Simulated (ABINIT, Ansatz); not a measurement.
# SiC (Moissanite 3C): Raman and infrared activity

Aim: Raman and infrared lines of SiC (Moissanite 3C).

Method: DFT LDA, scalar-relativistic, plane waves, PseudoDojo norm-conserving pseudopotentials, in ABINIT 10.8.3.

**What experiment says.**

“On melting of silicon carbide under pressure” (2012, arxiv:1210.3244) quotes from earlier work for SiC, 3C polytype (zincblende) (single crystals from silicon oxide and carbon black reaction at 2800 K, annealed in air): lattice constant a (a of cubic 3C-SiC starting crystals) 4.357 Å [Starting-material characterisation; no method, uncertainty or temperature given].

For SiC, 3C (beta, cubic zinc blende) (literature average; scatter up to 0.2), “Infrared properties of SiC particles” (1999, arxiv:astro-ph/9903031) quotes earlier work: ε∞ (high-frequency dielectric constant) 6.49 [average of published experimental values; polytype label garbled in the row, 3C inferred …].

“Non-Destructive Mechanical Characterization of Sic Fibers by Raman Spectroscopy” (2007, arxiv:cond-mat/0701342) reports for SiC, beta-SiC (3C, zinc blende), by micro-Raman backscattering, 514.5 nm (near-stoichiometric polycrystalline SiC fibers (Hi-S, SA, Sylramic; C/Si below 1.1), cross sections, 300 K): Raman mode (TO at Gamma (degenerate TO1/TO2), approximate peak position) about 796 cm⁻¹ [polymer-derived SiC fibers with excess carbon and stacking disorder; satellite line near …].

“Optical properties of silicon carbide for astrophysical applications I. New laboratory infrared reflectance spectra and optical constants” (2008, arxiv:0803.1210) reports for SiC, 3C (zinc blende), by FTIR reflectance, classical dispersion analysis (high-purity CVD 3C-SiC wafer, 292 K): infrared mode (TO at Gamma) about 797.5 cm⁻¹ [TO position from reflectance band and dispersion fit; imperfect surface polish].

**1. The structure**

The structure is cubic, space group F-43m (No. 216). The conventional cell has a = 4.326 Å, b = 4.326 Å, c = 4.326 Å, α = 90.00°, β = 90.00°, γ = 90.00°. Si has 4 C at 1.87 Å nearest. Nearest to C lie 4 Si at 1.87 Å. Farther neighbours are not listed.

**2. Relaxation**

Frequencies change by per cents with a per cent of volume, so the structure is first brought to rest at this level of theory.

The starting cell comes from a relaxation made beforehand in Ansatz (LDA, PseudoDojo NC).

Contents of relax.abi:

```
# relaxation
ionmov 2
optcell 2
ecutsm 0.5
dilatmx 1.08
ntime 40
tolmxf 1.0d-05
tolvrs 1.0d-14
prtwf 0
prtden 0
chksymtnons 0

# basis, mesh and filling
ecut 37.0
ngkpt 10 10 10
nshiftk 4
shiftk 
    0.5 0.5 0.5
    0.5 0 0
    0 0.5 0
    0 0 0.5
istwfk *1
occopt 1
nband 4
nstep 100
diemac 9.0
prtebands 0
prtgsr 0

# cell and atoms
acell 5.780184196 5.780184196 5.780184196
rprim 
    0.0 0.7071067812 0.7071067812
    0.7071067812 0.0 0.7071067812
    0.7071067812 0.7071067812 0.0
ntypat 2
znucl 14 6
natom 2
typat 1 2
xred 
    0.0 0.0 0.0
    0.25 0.25 0.25
pp_dirpath "./pseudo"
pseudos "Si.upf, C.upf"
```

Launch:

```console
OMP_NUM_THREADS=1 mpirun -n 8 abinit relax.abi > relax.log
```

Numbers of over 12 decimals in the logs are rounded to 6 here.

relax.abo, the main output file:

```text
[banners, grids, parts of the stress and lines that vanish by symmetry left out]
- input  file    -> relax.abi
- output file    -> relax.abo
- root for input  files -> relaxi
[...]
Symmetries : space group F-4 3 m (#216); Bravais cF (face-center cubic)
[...]
mpw =        1874          nfft =       46656          nkpt =         110
[...]
== DATASET  1 ==================================================================
[...]
cutoff_energies: {ecut:  37.0, pawecutdg:  -1.0, }
[...]
ETOT  1  -10.219987204289    -1.022E+01 2.791E-01 5.092E+02
 ETOT  2  -10.278106359437    -5.812E-02 4.442E-05 2.173E+02
 ETOT  3  -10.316521965551    -3.842E-02 6.003E-04 8.971E-01
 ETOT  4  -10.316665802470    -1.438E-04 1.739E-06 6.883E-03
 ETOT  5  -10.316666566350    -7.639E-07 1.752E-08 2.421E-04
[...]
At SCF step   10       vres2   =  6.34E-15 < tolvrs=  1.00E-14 =>converged.
[...]
sigma(1 1)=  1.77643392E-07  sigma(3 2)=  0.00000000E+00
  sigma(2 2)=  1.77643392E-07  sigma(3 1)=  0.00000000E+00
  sigma(3 3)=  1.77643392E-07  sigma(2 1)=  0.00000000E+00
[...]
convergence: {deltae: -9.059E-14, res2:  6.342E-15, residm:  1.145E-17, diffor: null, }
etotal    :  -1.03166666E+01
[...]
ETOT  1  -10.316666602677    -1.032E+01 2.662E-10 3.031E-06
[...]
ETOT  5  -10.316666603163     4.494E-13 4.787E-17 1.077E-13
 ETOT  6  -10.316666603163    -2.309E-13 5.481E-19 8.998E-16
 At SCF step    6       vres2   =  9.00E-16 < tolvrs=  1.00E-14 =>converged.
[...]
sigma(1 1)=  5.44048988E-08  sigma(3 2)=  0.00000000E+00
  sigma(2 2)=  5.44048988E-08  sigma(3 1)=  0.00000000E+00
  sigma(3 3)=  5.44048988E-08  sigma(2 1)=  0.00000000E+00
[...]
convergence: {deltae: -2.309E-13, res2:  8.998E-16, residm:  5.481E-19, diffor: null, }
etotal    :  -1.03166666E+01
[...]
At Broyd/MD step   2, gradients are converged :
[...]
sigma(1 1)=  5.44048988E-08  sigma(3 2)=  0.00000000E+00
  sigma(2 2)=  5.44048988E-08  sigma(3 1)=  0.00000000E+00
  sigma(3 3)=  5.44048988E-08  sigma(2 1)=  0.00000000E+00
[...]
- sigma(1 1)=  1.60064738E-03  sigma(3 2)=  0.00000000E+00
- sigma(2 2)=  1.60064738E-03  sigma(3 1)=  0.00000000E+00
- sigma(3 3)=  1.60064738E-03  sigma(2 1)=  0.00000000E+00
[...]
fcart     -0.0000000000E+00 -0.0000000000E+00 -0.0000000000E+00
           strten      5.4404898800E-08  5.4404898800E-08  5.4404898800E-08
================================================================================

[key lines of the parts left out:]
pressure_GPa:  -1.6006E-03
Total energy (etotal) [Ha]= -1.03166666031630E+01
```

The job ended after 23 s (8 MPI ranks of AMD EPYC 7571, shared host; 3.1 min of CPU time).

Little changed from the start: no atom moved by 0.005 Å and no cell edge by 0.1 %.

Read from the output:

```yaml
volume_per_atom: 10.12 Å³
pressure: -0.001601 GPa
```

**3. Self-consistent run for the response**

First-order wavefunctions inherit every error of the ground state, hence the very tight tolvrs. The mesh is shifted off Γ, since shifted meshes converge sums over the zone faster.

Contents of gs.abi:

```
# ground state
tolvrs 1.0d-16
prtden 1
prtwf 1

# basis, mesh and filling
ecut 37.0
ngkpt 12 12 12
nshiftk 4
shiftk 
    0.5 0.5 0.5
    0.5 0 0
    0 0.5 0
    0 0 0.5
istwfk *1
occopt 1
nband 4
nstep 100
diemac 9.0
prtebands 0
prtgsr 0

# cell and atoms
acell 5.780153392 5.780153392 5.780153392
rprim 
    0.0 0.7071067812 0.7071067812
    0.7071067812 0.0 0.7071067812
    0.7071067812 0.7071067812 0.0
ntypat 2
znucl 14 6
natom 2
typat 1 2
xred 
    0.0 0.0 0.0
    0.25 0.25 0.25
pp_dirpath "./pseudo"
pseudos "Si.upf, C.upf"
```

Launch:

```console
OMP_NUM_THREADS=1 mpirun -n 8 abinit gs.abi > gs.log
```

gs.abo, the main output file:

```text
[banners, grids, parts of the stress and lines that vanish by symmetry left out]
- input  file    -> gs.abi
- output file    -> gs.abo
- root for input  files -> gsi
[...]
Symmetries : space group F-4 3 m (#216); Bravais cF (face-center cubic)
[...]
mpw =        1479          nfft =       32768          nkpt =         182
[...]
== DATASET  1 ==================================================================
[...]
cutoff_energies: {ecut:  37.0, pawecutdg:  -1.0, }
[...]
ETOT  1  -10.220846842082    -1.022E+01 2.763E-01 3.682E+02
 ETOT  2  -10.275128927725    -5.428E-02 1.863E-04 1.647E+02
 ETOT  3  -10.316570338673    -4.144E-02 6.386E-04 4.755E-01
 ETOT  4  -10.316680607215    -1.103E-04 1.387E-06 6.747E-03
 ETOT  5  -10.316681711547    -1.104E-06 1.773E-08 9.244E-05
[...]
ETOT 11  -10.316681729815     3.464E-13 7.909E-20 3.871E-16
 ETOT 12  -10.316681729815     1.368E-13 2.535E-21 1.812E-18
 At SCF step   12       vres2   =  1.81E-18 < tolvrs=  1.00E-16 =>converged.
[...]
sigma(1 1)=  1.15784500E-05  sigma(3 2)=  0.00000000E+00
  sigma(2 2)=  1.15784500E-05  sigma(3 1)=  0.00000000E+00
  sigma(3 3)=  1.15784500E-05  sigma(2 1)=  0.00000000E+00
[...]
convergence: {deltae:  1.368E-13, res2:  1.812E-18, residm:  2.535E-21, diffor: null, }
etotal    :  -1.03166817E+01
[...]
sigma(1 1)=  1.15784500E-05  sigma(3 2)=  0.00000000E+00
  sigma(2 2)=  1.15784500E-05  sigma(3 1)=  0.00000000E+00
  sigma(3 3)=  1.15784500E-05  sigma(2 1)=  0.00000000E+00
[...]
- sigma(1 1)=  3.40649759E-01  sigma(3 2)=  0.00000000E+00
- sigma(2 2)=  3.40649759E-01  sigma(3 1)=  0.00000000E+00
- sigma(3 3)=  3.40649759E-01  sigma(2 1)=  0.00000000E+00
[...]
fcart     -0.0000000000E+00 -0.0000000000E+00 -0.0000000000E+00
           strten      1.1578449967E-05  1.1578449967E-05  1.1578449967E-05
================================================================================

[key lines of the parts left out:]
pressure_GPa:  -3.4065E-01
```

The job ended after 17 s (8 MPI ranks; 2.2 min of CPU time).

Numbers from this step:

| Quantity | Value |
| --- | --- |
| pressure | -0.3406 GPa |

The cell stands at -0.34 GPa: the relaxation ran with a smoothed cutoff and on another k mesh.

**4. The gap at rest**

Empty bands on the ground state's density check that the gap assumed so far is there in this cell.

Contents of gap.abi:

```
# empty bands on the ground state's density
iscf -2
getden_filepath "gso_DEN"
tolwfr 1.0d-12
nbdbuf 2
prtwf 0

# basis, mesh and filling
ecut 37.0
ngkpt 12 12 12
nshiftk 1
shiftk 0.0 0.0 0.0
istwfk *1
occopt 1
nband 8
nstep 100
diemac 9.0
prtebands 0
prtgsr 0

# cell and atoms
acell 5.780153392 5.780153392 5.780153392
rprim 
    0.0 0.7071067812 0.7071067812
    0.7071067812 0.0 0.7071067812
    0.7071067812 0.7071067812 0.0
ntypat 2
znucl 14 6
natom 2
typat 1 2
xred 
    0.0 0.0 0.0
    0.25 0.25 0.25
pp_dirpath "./pseudo"
pseudos "Si.upf, C.upf"
```

Launch:

```console
OMP_NUM_THREADS=1 mpirun -n 8 abinit gap.abi > gap.log
```

gap.abo, the main output file:

```text
[banners, grids, parts of the stress and lines that vanish by symmetry left out]
- input  file    -> gap.abi
- output file    -> gap.abo
- root for input  files -> gapi
[...]
Symmetries : space group F-4 3 m (#216); Bravais cF (face-center cubic)
[...]
mpw =        1484          nfft =       32768          nkpt =          72
[...]
== DATASET  1 ==================================================================
[...]
cutoff_energies: {ecut:  37.0, pawecutdg:  -1.0, }
[...]
-outvars: echo values of variables after computation
            acell      5.7801533920E+00  5.7801533920E+00  5.7801533920E+00 Bohr
================================================================================
```

Elapsed: 10 s, on 8 MPI ranks.

Read from the output:

```
gap on the k-mesh : 1.311 eV
```

In this cell the gap on the mesh is 1.3 eV, indirect (smallest direct 4.6 eV), so fixed occupations hold.

**5. Linear response at Γ**

The derivative of the wavefunctions by k comes first, since the response to a field is built on it; then the field and the displacements that symmetry doesn't supply are solved at q = 0. By the 2n+1 theorem the first-order wavefunctions also give third derivatives: Raman tensors and the non-linear susceptibility.

It reads the wavefunctions written in step 3.

Contents of dfpt_gamma.abi:

```
ndtset 3

# common to the responses
getwfk_filepath "gso_WFK"
kptopt 2
nqpt 1
qpt 0.0 0.0 0.0
asr 0
chneut 0

# d/dk
rfelfd1 2
rfdir1 1 1 1
iscf1 -3
tolwfr1 1.0d-20

# displacements, field
rfphon2 1
rfatpol2 1 2
rfdir2 1 1 1
rfelfd2 3
getddk2 1
tolvrs2 1.0d-10
prepanl2 1
prtden2 1

# third order
optdriver3 5
getden_filepath3 "gso_DEN"
get1den3 2
get1wf3 2
getddk3 1
d3e_pert1_elfd3 1
d3e_pert1_phon3 1
d3e_pert1_atpol3 1 2
d3e_pert1_dir3 1 1 1
d3e_pert2_elfd3 1
d3e_pert2_dir3 1 1 1
d3e_pert3_elfd3 1
d3e_pert3_dir3 1 1 1
usepead3 1
tolvrs3 1.0d-10

# basis, mesh and filling
ecut 37.0
ngkpt 12 12 12
nshiftk 4
shiftk 
    0.5 0.5 0.5
    0.5 0 0
    0 0.5 0
    0 0 0.5
istwfk *1
occopt 1
nband 4
nstep 100
diemac 9.0
prtebands 0
prtgsr 0

# cell and atoms
acell 5.780153392 5.780153392 5.780153392
rprim 
    0.0 0.7071067812 0.7071067812
    0.7071067812 0.0 0.7071067812
    0.7071067812 0.7071067812 0.0
ntypat 2
znucl 14 6
natom 2
typat 1 2
xred 
    0.0 0.0 0.0
    0.25 0.25 0.25
pp_dirpath "./pseudo"
pseudos "Si.upf, C.upf"
```

Launch:

```console
OMP_NUM_THREADS=1 mpirun -n 8 abinit dfpt_gamma.abi > dfpt_gamma.log
```

dfpt_gamma.abo, the main output file:

```text
[banners, grids, parts of the stress and lines that vanish by symmetry left out]
- input  file    -> dfpt_gamma.abi
- output file    -> dfpt_gamma.abo
- root for input  files -> dfpt_gammai
[...]
DATASET    1 : space group F-4 3 m (#216); Bravais cF (face-center cubic)
[...]
nfft =       32768          nkpt =        3456
[...]
DATASET    2 : space group F-4 3 m (#216); Bravais cF (face-center cubic)
[...]
nfft =       32768          nkpt =        3456
[...]
DATASET    3 : space group F-4 3 m (#216); Bravais cF (face-center cubic)
[...]
mpw =        1479          nfft =       32768          nkpt =        3456
[...]
== DATASET  1 ==================================================================
[...]
cutoff_energies: {ecut:  37.0, pawecutdg:  -1.0, }
[...]
-  6.00000   4.00000  180309                  znucl, zion, pspdat
[...]
Perturbation : derivative vs k along direction   1
[...]
-ETOT  1  -13.934277239680     -1.393E+01 3.317E-01 0.000E+00
 ETOT  2  -13.979031983998     -4.475E-02 2.981E-03 0.000E+00
 ETOT  3  -13.979339330337     -3.073E-04 3.080E-05 0.000E+00
 ETOT  4  -13.979342106269     -2.776E-06 3.521E-07 0.000E+00
 ETOT  5  -13.979342134753     -2.848E-08 4.419E-09 0.000E+00
[...]
At SCF step   12   max residual=  1.00E-20 < tolwfr=  1.00E-20 =>converged.
[...]
Perturbation : derivative vs k along direction   2
[...]
-ETOT  1  -13.934277239501     -1.393E+01 3.317E-01 0.000E+00
[...]
At SCF step   12   max residual=  1.00E-20 < tolwfr=  1.00E-20 =>converged.
[...]
Perturbation : derivative vs k along direction   3
[...]
-ETOT  1  -13.934277239322     -1.393E+01 3.317E-01 0.000E+00
[...]
At SCF step   12   max residual=  1.00E-20 < tolwfr=  1.00E-20 =>converged.
[...]
1        1       1.9221321388    0.0000000000
     1        2       0.9610660694    0.0000000000
     1        3       0.9610660694    0.0000000000
     2        1       0.9610660694    0.0000000000
     2        2       1.9221321389    0.0000000000
     2        3       0.9610660694   -0.0000000000
     3        1       0.9610660694    0.0000000000
     3        2       0.9610660694   -0.0000000000
     3        3       1.9221321389    0.0000000000
[...]
== DATASET  2 ==================================================================
[...]
cutoff_energies: {ecut:  37.0, pawecutdg:  -1.0, }
[...]
Perturbation : displacement of atom   1   along direction   1
[...]
-ETOT  1   6.888192     -4.532E+01 3.387E-01 2.755E+02
[...]
At SCF step    8       vres2   =  9.65E-13 < tolvrs=  1.00E-10 =>converged.
[...]
Perturbation : displacement of atom   2   along direction   1
[...]
-ETOT  1   8.830194     -5.686E+02 1.767E+00 4.757E+03
[...]
At SCF step    8       vres2   =  2.21E-11 < tolvrs=  1.00E-10 =>converged.
[...]
Perturbation : homogeneous electric field along direction   1
[...]
-ETOT  1  -110.45903242590     -1.105E+02 5.250E+00 7.571E+03
[...]
At SCF step    9       vres2   =  4.39E-11 < tolvrs=  1.00E-10 =>converged.
[...]
Perturbation : homogeneous electric field along direction   2
[...]
-ETOT  1  -110.45903242593     -1.105E+02 5.250E+00 7.571E+03
[...]
At SCF step    9       vres2   =  4.39E-11 < tolvrs=  1.00E-10 =>converged.
[...]
Perturbation : homogeneous electric field along direction   3
[...]
-ETOT  1  -110.45903242596     -1.105E+02 5.250E+00 7.571E+03
[...]
ETOT  8  -113.05953594389     -4.609E-11 1.220E-12 2.540E-09
 ETOT  9  -113.05953594389     -1.464E-12 1.073E-14 4.390E-11
 At SCF step    9       vres2   =  4.39E-11 < tolvrs=  1.00E-10 =>converged.
[...]
Dielectric tensor, in cartesian coordinates,
[...]
1    4   1    4         6.8700486546        -0.0000000000
   1    4   2    4        -0.0000000000        -0.0000000000
   1    4   3    4         0.0000000000        -0.0000000000
   2    4   1    4        -0.0000000000        -0.0000000000
   2    4   2    4         6.8700486546        -0.0000000000
   2    4   3    4        -0.0000000000        -0.0000000000
   3    4   1    4         0.0000000000        -0.0000000000
   3    4   2    4        -0.0000000000        -0.0000000000
   3    4   3    4         6.8700486546        -0.0000000000
  Effective charges, in cartesian coordinates,
[...]
1    1   1    4         2.7222478321         0.0000000000
   2    1   1    4         0.0000000000         0.0000000000
   3    1   1    4        -0.0000000000         0.0000000000
   1    2   1    4        -2.7221531831         0.0000000000
   2    2   1    4        -0.0000000000         0.0000000000
[...]
Effective charges, in cartesian coordinates,
[...]
2    4   1    2         0.0000000000         0.0000000000
   3    4   1    2         0.0000000000         0.0000000000
   1    4   2    2         0.0000000000         0.0000000000
   2    4   2    2        -2.7221531932         0.0000000000
   3    4   2    2         0.0000000000         0.0000000000
   1    4   3    2         0.0000000000         0.0000000000
   2    4   3    2         0.0000000000         0.0000000000
   3    4   3    2        -2.7221531932         0.0000000000
  Phonon wavevector (reduced coordinates) :  0.00000  0.00000  0.00000
 Phonon energies in Hartree :
[...]
Phonon frequencies in cm-1    :
-  4.033639E-01  4.033640E-01  4.033643E-01  7.979953E+02  7.979953E+02
-  7.979953E+02
  Phonon at Gamma, with non-analyticity in the
[...]
Phonon energies in Hartree :
[...]
Phonon frequencies in cm-1    :
-  4.033639E-01  4.033640E-01  4.034334E-01  7.979953E+02  7.979953E+02
-  9.739440E+02
  Phonon at Gamma, with non-analyticity in the
[...]
Phonon energies in Hartree :
[...]
Phonon frequencies in cm-1    :
-  4.033639E-01  4.033643E-01  4.034331E-01  7.979953E+02  7.979953E+02
-  9.739440E+02
  Phonon at Gamma, with non-analyticity in the
[...]
Phonon energies in Hartree :
[...]
Phonon frequencies in cm-1    :
-  4.033640E-01  4.033643E-01  4.034330E-01  7.979953E+02  7.979953E+02
-  9.739440E+02
[...]
== DATASET  3 ==================================================================
[...]
cutoff_energies: {ecut:  37.0, pawecutdg:  -1.0, }
[...]
j1 : displacement of atom   1 along direction   1
[...]
j1 : displacement of atom   2 along direction   1
[...]
j2 : displacement of atom   1 along direction   1
[...]
j2 : displacement of atom   2 along direction   1
[...]
j2 : displacement of atom   1 along direction   1
[...]
j2 : displacement of atom   2 along direction   1
[...]
1          1        0.000000001       -0.000000000       -0.000000000
[...]
1          2       -0.000000001        0.000000001       -0.051592255
[...]
1          3        0.000000001       -0.051592255        0.000000001
[...]
2          1       -0.000000003       -0.000000000       -0.000000000
[...]
2          2        0.000000003       -0.000000003        0.051580707
[...]
2          3       -0.000000003        0.051580707       -0.000000003
[...]
strten2     0.0000000000E+00  0.0000000000E+00  0.0000000000E+00
           strten3     0.0000000000E+00  0.0000000000E+00  0.0000000000E+00
================================================================================
```

Wall time 19 min (8 MPI ranks).

Read from the output:

```
miss of the charge sum rule                                       : 9.46e-5 e
largest acoustic frequency at the zone centre before the sum rule : 0.4 cm⁻¹
highest optical zone-centre mode (no LO-TO term)                  : 798 cm⁻¹
lowest optical zone-centre mode                                   : 798 cm⁻¹
mean high-frequency dielectric constant                           : 6.87
largest Born charge in size (third of the trace)                  : 2.722 e
```

Born charge (rows field, columns displacement), before the sum rule (e), principal values of the symmetric part by kind of site:

```csv
atom,atoms with these values,low,middle,high,mean
Si1,1,2.72,2.72,2.72,2.72
C2,1,-2.72,-2.72,-2.72,-2.72
```

In full for C2:

```
-2.72  0.00  0.00
 0.00 -2.72  0.00
 0.00  0.00 -2.72
```

High-frequency dielectric tensor:

```
6.87 0.00 0.00
0.00 6.87 0.00
0.00 0.00 6.87
```

The acoustic modes at Γ come out as far as 0.4 cm⁻¹ from zero, where they should vanish, a small numerical error; the Born charges miss their sum rule by 9.5e-5 e, which is good.

(Part 1 of 3 ends here.)

[Host names and launcher messages were left out of these logs when they were recorded.]

[Logs are printed without paths, hosts, clocks, repeated set-up lines and the standing remarks that a program may print on its own settings, such as how far it seeks lower states.]

[Hosts, paths, dates, database ids (printed as entryN), source tags and the programs' standing remarks are cut or masked in the printed files.]
